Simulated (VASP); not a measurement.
Crystal: CdS (Greenockite).

```
Cd S
1.0
     4.15000    0.00000    0.00000
    -2.07500    3.59401    0.00000
     0.00000    0.00000    6.73700
Cd S
2 2
Direct
  0.66667 0.33333 0.50000
  0.33333 0.66667 0.00000
  0.66667 0.33333 0.87500
  0.33333 0.66667 0.37500
```

* Program: VASP 6.6.1
* Task: relaxation of cell and atoms
* Functional: BLYP
* Potentials or basis: VASP PAW PBE potentials, release 64 (Cd, S)
* Cutoff: 600 eV
* k mesh: 7 × 7 × 4
* Occupations: fermi-dirac, width 0.05 eV
* Spin: no spin polarisation

At the start: pressure 5.7 GPa; volume 25.12 Å³/atom.

How do energy, volume and symmetry change on relaxing?

Over 8 steps the energy falls by 41.6 meV/atom and the volume is 27.68 Å³/atom (+10.2 %); space group P6_3mc (No. 186, to 0.05 Å).

Step by step:
```
step  energy change (eV)  largest force (eV/Å)  pressure (GPa)  volume (Å³)
   1              0.0000                0.0679            5.65       100.48
   2             -0.1537                0.0026           -1.19       113.93
   3             -0.1662                0.0058            0.01       110.72
   4             -0.1662                0.0051           -0.06       110.93
   5             -0.1662                0.0018           -0.04       110.78
   6             -0.1662                0.0023            0.04       110.59
   7             -0.1662                0.0003            0.03       110.70
   8             -0.1662                0.0010           -0.01       110.74
```

Final structure:
```xyz
4
Lattice="4.2793 0.0000 0.0000 -2.1396 3.7060 0.0000 0.0000 0.0000 6.9827" Properties=species:S:1:pos:R:3 pbc="T T T"
Cd    2.1396    1.2353    3.4883
Cd    0.0000    2.4706    6.9797
S     2.1396    1.2353    6.1129
S     0.0000    2.4706    2.6215
```

Caveat: the PAW data sets were made with another functional, which shifts forces and pressure a little; the volume moved by +10 % from the deposited cell, more than functionals usually miss.
